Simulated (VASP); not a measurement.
# LiH2: single point with PBE

Crystal: LiH2.

```xyz
3
Lattice="-1.7759 1.7759 1.5733 1.7759 -1.7759 1.5733 1.7759 1.7759 -1.5733" Properties=species:S:1:pos:R:3 pbc="T T T"
Li    0.0000    0.0000    0.0000
H     1.7759    0.0000    0.7867
H     0.0000    1.7759    0.7867
```

The cell was built by a generator and needn't be a form met in nature.

```json
{"Program": "VASP 6.6.1", "Task": "single point", "Functional": "PBE", "Potentials or basis": "VASP PAW PBE potentials, release 64 (Li_sv, H)", "Cutoff": "520 eV", "k mesh": "11 × 11 × 11", "Occupations": "fermi-dirac, width 0.05 eV", "Spin": "no spin polarisation"}
```

```yaml
Band_gap_on_the_k_mesh: none (metal or under the smearing width)
```

Levels at points of the mesh, in eV from the Fermi level:
```tsv
k point	band 1	band 2	band 3	band 4	band 5	band 6
(0.00, 0.00, 0.00)	-46.41	-9.42	6.00	12.35	12.45	12.45
```

It took 7.6 s on 1 thread of Intel(R) Xeon(R) Platinum 8559C (Emerald Rapids), with other jobs on the host, peak memory 0.14 GiB.
